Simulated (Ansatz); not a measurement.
Structural energy differences of rhodium

All numbers below come from DFT, PBE, plane waves (420 eV) with PAW, scalar-relativistic (Ansatz 0.2.0).

Each structure is relaxed within its own symmetry, so a high-lying one may be dynamically unstable.

```
        structure  ΔE (meV/atom)  V (Å³/atom)                                    cell                       magnetic state
              fcc              0        14.05                             a = 3.830 Å                         non-magnetic
             dhcp             19        14.07  a = 2.711 Å, c = 8.846 Å (c/a = 3.264)                         non-magnetic
              hcp             38        14.10  a = 2.723 Å, c = 4.394 Å (c/a = 1.614)                         non-magnetic
omega (AlB2-type)            225        14.47  a = 4.339 Å, c = 2.663 Å (c/a = 0.614)                    spin not included
              A15            299        14.58                             a = 4.886 Å                    spin not included
              bcc            349        14.51                             a = 3.073 Å  ferromagnetic, net 0.47 μB per atom
     simple cubic            794        16.31                             a = 2.536 Å                         non-magnetic
          diamond           1110        20.99                             a = 5.517 Å                    spin not included
```

ΔE counts from fcc.

Differences under about 8 meV lie within the error of the k-point mesh.
